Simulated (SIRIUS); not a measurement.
# TiTe2 in SIRIUS: convergence with density tol

Crystal: TiTe2.

```
CELL_PARAMETERS angstrom
3.77700 0.00000 0.00000
-1.88850 3.27098 0.00000
0.00000 0.00000 6.49800
ATOMIC_POSITIONS crystal
Te 0.33883 0.66074 0.74191
Te 0.66739 0.33800 0.26724
Ti 0.99875 0.99981 0.00240
```

The cell isn't the ideal one: atoms moved at random, drawn with an rms of 0.05 Å.

```yaml
Program: SIRIUS 7.10.0
Task: single point
Functional: PBE
Potentials_or_basis: JTH 2.0 PBE (PAW)
Cutoff: 557 eV
Density_cutoff: 5442 eV
k_mesh: 4 × 4 × 2
Occupations: gaussian, width 0.05 eV
Spin: no spin polarisation
```

These are the settings of the first run; the series varies density tol, with any setting tied to it.

Hardware: 1 thread of Arm Neoverse V1, with other jobs on the host.

```
density tol  energy less the tightest run, at zero smearing (meV/atom)  SCF cycles  CPU time (s)  peak memory (GiB)
       0.01                                                       0.00          27            68               0.51
      0.001                                                       0.00          27            68               0.51
     0.0001                                                       0.00          27            68               0.51
      1e-05                                                       0.00          31            74               0.51
      1e-06                                                       0.00          36            80               0.51
      1e-07                                                       0.00          38            81               0.51
```

Against the tightest run, the energy stays within 1 meV/atom from 0.01 on. The tightest run that finished is the yardstick and may itself not be fully converged.

Caveat, for the tightest run too: the k mesh is coarse (spacing up to 0.48 Å⁻¹), so the values aren't converged. Spin-orbit coupling is left out, which matters for the levels of Te.
